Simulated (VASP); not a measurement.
Ge, 2 atoms in the cell. The structure is cubic, space group Fd-3m (No. 227). The conventional cell has a = 5.549 Å, b = 5.549 Å, c = 5.549 Å, α = 90.00°, β = 90.00°, γ = 90.00°. Around Ge (site symmetry -43m) lie 4 Ge at 2.40 Å.  The cell isn't the ideal one: a relaxed cell with its volume scaled by 0.96.

```yaml
Program: VASP 6.6.1
Task: relaxation of the atoms
Functional: LDA
Potentials_or_basis: VASP PAW LDA potentials, release 64 (Ge_d)
Cutoff: 600 eV
k_mesh: 10 × 10 × 10
Occupations: gaussian, width 0.03 eV
Spin: no spin polarisation
Further_INCAR_settings: ALGO = Normal; EDIFF = 1e-07; IBRION = 2; EDIFFG = -0.01; NSW = 40
```

Potentials or basis: VASP PAW LDA potentials, release 64 (Ge_d).

The run is started by

```sh
$ cat potpaw_LDA.64/Ge_d/POTCAR > POTCAR
$ mpirun -np 1 vasp_std > vasp.out
```

Hardware: 1 thread of Intel(R) Xeon(R) Platinum 8488C (Sapphire Rapids) (shared host).

Q: Estimate the wall time of this run.

A: Run time: 16 s on 1 thread of Intel(R) Xeon(R) Platinum 8488C (Sapphire Rapids), on a shared host, peak memory 0.17 GiB. Counts: scf iterations 12, k points 47, ion steps 1.
